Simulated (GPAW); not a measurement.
# SnO2 (R-3m) in GPAW: a series of runs, part 4 of 5

GPAW 26.7.0. The steps go on from the part before.

### Step 6. Band structure, r2SCAN

run.py reads:

```python
from ase import Atoms
from ase.dft.bandgap import bandgap
from ase.io import write
from ase.units import GPa
from gpaw import GPAW, PW

atoms = Atoms(['Sn', 'O', 'O'],
              cell=[[1.6170930752, 0.9336291223, 4.800592584],
                    [-1.6170930752, 0.9336291223, 4.800592584],
                    [0.0, -1.8672582446, 4.800592584]],
              scaled_positions=[[0.5, 0.5, 0.5],
                                [0.76283, 0.76283, 0.76283],
                                [0.23717, 0.23717, 0.23717]],
              pbc=True)

calc = GPAW(mode=PW(800),
            xc='MGGA_X_R2SCAN+MGGA_C_R2SCAN',
            kpts={'size': (6, 6, 6), 'gamma': True},
            occupations={'name': 'fermi-dirac', 'width': 0.05},
            nbands=24,
            convergence={'density': 1e-05, 'energy': 1e-05},
            maxiter=150,
            txt='gpaw.txt')
atoms.calc = calc
energy = atoms.get_potential_energy()
forces = atoms.get_forces()
stress = atoms.get_stress()
calc.write('gs.gpw')
write('result.traj', atoms)
print(f'Energy: {energy:.6f} eV')
print('Forces (eV/A):')
print(forces.round(4))
print('Stress (GPa):', (stress / GPa).round(3))
print('Fermi level:', round(calc.get_fermi_level(), 4), 'eV')
print(f'Gap: {bandgap(calc)[0]:.4f} eV, direct: {bandgap(calc, direct=True)[0]:.4f} eV')

path = atoms.cell.bandpath('GLB1,BZGX,QFP1Z,LP', npoints=60, eps=1e-4)
bs_calc = calc.fixed_density(kpts=path, symmetry='off', nbands=36,
                             convergence={'bands': 'CBM+6.0', 'eigenstates': 1e-6}, txt='bands.txt')
bs = bs_calc.band_structure()
bs.write('bs.json')
print(f'Gap on the path: {bandgap(bs_calc)[0]:.4f} eV')
```

Potentials or basis: GPAW PAW data sets (gpaw-data 1.2.1), pw.

On the command line:

```bash
$ OMP_NUM_THREADS=1 python run.py
```

gpaw.txt:

```text
__  _  _
 | _ |_)|_||  |
 |__||  | ||/\| - 26.7.0

Input parameters:
  mode=PW(ecut=800.0),
  convergence={'density': 1e-05, 'energy': 1e-05},
  kpts=MonkhorstPack(size=(6, 6, 6), gamma=True),
  maxiter=150,
  nbands=24,
  occupations=Occupations(name='fermi-dirac', width=0.05),
  xc=XC(name='MGGA_X_R2SCAN+MGGA_C_R2SCAN')

Diagonalizing LCAO Hamiltonian
Converting LCAO to pw mode

       O

       Sn

       O

Atoms  # Å, Bohr magnetons
|   | symbol |         x |         y |         z |    initial magnetic moments |
|---|--------|-----------|-----------|-----------|-----------------------------|
| 0 |     Sn |  0.000000 |  0.000000 |  7.200889 | ( 0.0000,  0.0000,  0.0000) |
| 1 |      O | -0.000000 |  0.000000 | 10.986108 | ( 0.0000,  0.0000,  0.0000) |
| 2 |      O | -0.000000 | -0.000000 |  3.415670 | ( 0.0000,  0.0000,  0.0000) |

Unit cell  # Å
| periodic |         x |         y |        z |  lengths |    angles |
|----------|-----------|-----------|----------|----------|-----------|
|      yes |  1.617093 |  0.933629 | 4.800593 | 5.150955 | 36.593718 |
|      yes | -1.617093 |  0.933629 | 4.800593 | 5.150955 | 36.593718 |
|      yes |  0.000000 | -1.867258 | 4.800593 | 5.150955 | 36.593718 |

Number of symmetries: 12
Symmetry operations  # r_c * U_cc + t_c -> r_c
|    | kind |            matrix            |
|----|------|------------------------------|
|  0 |  E   |  1, 0, 0,  0, 1, 0,  0, 0, 1 |
|  1 |  σ   |  1, 0, 0,  0, 0, 1,  0, 1, 0 |
|  2 |  σ   |  0, 1, 0,  1, 0, 0,  0, 0, 1 |
|  3 |  C3  |  0, 1, 0,  0, 0, 1,  1, 0, 0 |
|  4 |  C3  |  0, 0, 1,  1, 0, 0,  0, 1, 0 |
|  5 |  σ   |  0, 0, 1,  0, 1, 0,  1, 0, 0 |
|  6 |  C2  |  0, 0,-1,  0,-1, 0, -1, 0, 0 |
|  7 |  S6  |  0, 0,-1, -1, 0, 0,  0,-1, 0 |
|  8 |  S6  |  0,-1, 0,  0, 0,-1, -1, 0, 0 |
|  9 |  C2  |  0,-1, 0, -1, 0, 0,  0, 0,-1 |
| 10 |  C2  | -1, 0, 0,  0, 0,-1,  0,-1, 0 |
| 11 |  i   | -1, 0, 0,  0,-1, 0,  0, 0,-1 |

BZ-sampling:
  Number of BZ points: 216
  Number of IBZ points: 32

  Monkhorst-Pack size: [6, 6, 6]
  Monkhorst-Pack shift: [0.08333333333333333, 0.08333333333333333, 0.08333333333333333]

K-points  # in reciprocal-cell coordinates
|     |                                coordinates |     weight |
|-----|--------------------------------------------|------------|
|   0 | (  0.00000000,   0.00000000,   0.00000000) | 0.00462963 |
|   1 | (  0.16666667,   0.00000000,  -0.16666667) | 0.02777778 |
|   2 | (  0.16666667,   0.00000000,   0.00000000) | 0.02777778 |
|   3 | (  0.16666667,   0.16666667,  -0.16666667) | 0.02777778 |
|   4 | (  0.16666667,   0.16666667,   0.00000000) | 0.02777778 |
|   5 | (  0.16666667,   0.16666667,   0.16666667) | 0.00925926 |
|   6 | (  0.33333333,  -0.16666667,  -0.16666667) | 0.02777778 |
|   7 | (  0.33333333,   0.00000000,  -0.33333333) | 0.02777778 |
|   8 | (  0.33333333,   0.00000000,  -0.16666667) | 0.05555556 |
|   9 | (  0.33333333,   0.00000000,   0.00000000) | 0.02777778 |
| ... |                                            |            |
|  31 | (  0.50000000,   0.50000000,   0.50000000) | 0.00462963 |

Plane wave coefficients: 2266
Cutoff: 800.0 eV

Spin-components: 1 (collinear spins)
Bands:           24
Projectors:      16
Spin-degeneracy: 2
Datatype:        complex128

Parallelization:
  kpt:    1
  domain: 1
  band:   1

Density:
  Valence electrons: 26.0
  Components: 1
  Grid points: [35 35 35]
  Charge: 0.0  # |e|

Potential:
  Grid points: [35 35 35]

species:
  Sn:
    name:    Tin
    Z:       50.0
    valence: 14
    core:    36
    charge:  0.0  # [|e|]
    compensation charges:
      type: gauss
      rc: 0.38  # [Å]
      lmax: 2
    cutoffs:
      filter: 2.23  # [Å]
      core: 2.35  # [Å]
    projectors
    | kind |    occ | energy [eV] | rcut [Å] |
    |------|--------|-------------|----------|
    |   5s |  2.000 |     -10.538 |    1.201 |
    |   5p |  2.000 |      -3.696 |    1.270 |
    |   4d | 10.000 |     -25.845 |    1.185 |
    |    s |        |      16.674 |    1.201 |
    |    p |        |      23.515 |    1.270 |
    |    d |        |       1.367 |    1.185 |

    Using partial waves for Sn as LCAO basis

  O:
    name:    Oxygen
    Z:       8.0
    valence: 6
    core:    2
    charge:  0.0  # [|e|]
    compensation charges:
      type: gauss
      rc: 0.21  # [Å]
      lmax: 2
    cutoffs:
      filter: 1.17  # [Å]
      core: 0.83  # [Å]
    projectors
    | kind |    occ | energy [eV] | rcut [Å] |
    |------|--------|-------------|----------|
    |   2s |  2.000 |     -23.961 |    0.688 |
    |   2p |  4.000 |      -9.029 |    0.598 |
    |    s |        |       3.251 |    0.688 |
    |    p |        |      18.182 |    0.598 |
    |    d |        |       0.000 |    0.619 |

    Using partial waves for O as LCAO basis

Reference energy: -172092.397909  # eV

eigensolver:
  PPCG
  Converge bands: occupied
  niter=2

density mixing:
  MSR1-Mixer
  Pratt-step length: 0.05
  Maximum mixing coefficient: 0.75
  Old densities: 10
  SVD Regularization: 0.005
  Good broyden scale: 1.0
  Trust region scale: 1.0
  Backstep threshold: 4.0
  History deletion threshold: 6.0
  Fourier metric: weight=20.0, sigma=0.015

occupation numbers:
  Fermi-Dirac:
    width: 0.0500  # eV

poisson solver:
  ecut: 6400.0  # eV

xc functional:
  name: MGGA_X_R2SCAN+MGGA_C_R2SCAN with 2 nearest neighbor stencil

convergence criteria:
- Maximum integral of absolute [dens]ity change: 1e-05 electrons / valence electron
- Maximum [total energy] change in last 3 cyles: 1e-05 eV / valence electron
- Maximum integral of absolute [eigenst]ate change: 4e-08 eV^2 / valence electron
maximum number of iterations: 150

SCF iterations
|iter     | |      energy | eigst |  dens |
|---------|-|-------------|-------|-------|
|iter:   1| |  -45.683102 | +0.18 |       |
|iter:   2| |  -37.667668 | -1.23 | -0.89 |
|iter:   3| |  -36.338490 | -0.27 | -0.93 |
|iter:   4| |  -36.107493 | -1.57 | -1.39 |
|iter:   5| |  -36.124387 | -2.70 | -1.75 |
|iter:   6| |  -36.124879 | -4.39 | -2.77 |
|iter:   7| |  -36.124971 | -5.12 | -3.16 |
|iter:   8| |  -36.124971c| -7.06 | -3.98 |
|iter:   9| |  -36.124971c| -8.32c| -4.74 |
|iter:  10| |  -36.124971c| -8.87c| -5.50c|

Converged in 10 steps
Energy contributions relative to reference atoms: (reference = -172092.397909)

Energy contributions:
  Kinetic:          31.326047
  Coulomb:         -28.232013
  Zero:              0.015603
  External:          0.000000
  Xc:              -39.234608
  Entropy:          -0.000000
  Spinorbit:         0.000000
  ----------------------------
  Free energy:     -36.124971
  Extrapolated:    -36.124971

dipole moment: (0.000000, 0.000000, 0.000012)  # |e|*Ang

Fermi level: 4.287
Eigenvalues  # (at kpt = [0.000, 0.000, 0.000])
| band index |      eig [eV] | occ [0-2] |
|------------|---------------|-----------|
|          0 |       -17.741 |     2.000 |
|        ... |               |           |
|          5 |       -15.906 |     2.000 |
|          6 |       -14.247 |     2.000 |
|          7 |        -1.049 |     2.000 |
|          8 |         1.576 |     2.000 |
|          9 |         1.576 |     2.000 |
|         10 |         1.959 |     2.000 |
|         11 |         1.959 |     2.000 |
|         12 |         2.716 |     2.000 |
|         13 |         5.293 |     0.000 |
|         14 |         9.259 |     0.000 |
|         15 |        14.797 |     0.000 |
|         16 |        14.797 |     0.000 |
|         17 |        15.219 |     0.000 |
|         18 |        20.886 |     0.000 |
|         19 |        20.886 |     0.000 |
|         20 |        21.190 |     0.000 |
|        ... |               |           |
|         23 |        27.770 |     0.000 |

Gap: 2.469 eV
Transition (v -> c):
  (s=0, k=1, n=12, [0.17, 0.00, -0.17]) -> (s=0, k=0, n=13, [0.00, 0.00, 0.00])
Direct/indirect transitions are different
Direct gap: 2.577 eV
Transition at: (s=0, k=0, n=12, [0.00, 0.00, 0.00])

Forces  # eV/Ang
|        x |        y |        z |
|----------|----------|----------|
|  0.00000 |  0.00000 |  0.00000 |  # Sn   0
|  0.00000 |  0.00000 |  0.69737 |  # O    1
| -0.00000 | -0.00000 | -0.69737 |  # O    2

Stress tensor  # eV/Ang^3
|         x |         y |        z |
|-----------|-----------|----------|
|  0.054209 | -0.000000 | 0.000000 |
| -0.000000 |  0.054209 | 0.000000 |
|  0.000000 |  0.000000 | 0.041496 |

# Writing to gs.gpw (mode='')
```

Wall time 13 min (1 thread of Intel Xeon at 2.70GHz, shared host); peak memory 0.49 GiB.

Results:

```yaml
Free_energy: -36.1250 eV
Pressure: -8.0 GPa
Largest_force: 0.697 eV/Å
Band_gap_on_the_k_mesh: 2.47 eV, indirect (least direct gap 2.58 eV)
Band_gap_along_the_path: 2.47 eV, indirect (least direct gap 2.58 eV)
```

Forces on the atoms (eV/Å):
```
Sn   0.000  0.000  0.000
O    0.000  0.000  0.697
O    0.000  0.000 -0.697
```

Levels at the corners of the path, in eV from the valence-band top:
| point | band 9 | band 10 | band 11 | band 12 | band 13 | band 14 | band 15 |
| --- | --- | --- | --- | --- | --- | --- | --- |
| Γ | -1.25 | -1.25 | -0.87 | -0.87 | -0.11 | 2.47 | 6.43 |
| L | -4.13 | -2.93 | -1.48 | -0.56 | -0.56 | 6.01 | 8.51 |
| B1 | -3.85 | -3.49 | -2.49 | -0.29 | -0.28 | 6.72 | 10.24 |
| B | -3.85 | -3.49 | -2.49 | -0.29 | -0.28 | 6.72 | 10.24 |
| Z | -1.32 | -1.32 | -1.25 | -0.82 | -0.82 | 3.72 | 6.30 |
| Γ | -1.25 | -1.25 | -0.87 | -0.87 | -0.11 | 2.47 | 6.43 |
| X | -3.70 | -3.63 | -2.56 | -0.29 | -0.29 | 6.75 | 10.24 |
| Q | -3.70 | -3.63 | -2.56 | -0.29 | -0.29 | 6.75 | 10.24 |
| F | -4.37 | -3.03 | -1.15 | -0.42 | -0.02 | 5.73 | 7.68 |
| P1 | -4.27 | -2.99 | -1.18 | -0.45 | -0.21 | 5.79 | 7.95 |
| Z | -1.32 | -1.32 | -1.25 | -0.82 | -0.82 | 3.72 | 6.30 |
| L | -4.13 | -2.93 | -1.48 | -0.56 | -0.56 | 6.01 | 8.51 |
| P | -4.27 | -2.99 | -1.18 | -0.45 | -0.21 | 5.79 | 7.95 |

Caveat: the PAW data sets were made with another functional, which shifts forces and pressure a little; spin-orbit coupling is left out, which moves the levels of the heavy elements; the program warned that so skewed a cell can give wrong results.

(Part 4 of 5 ends here.)
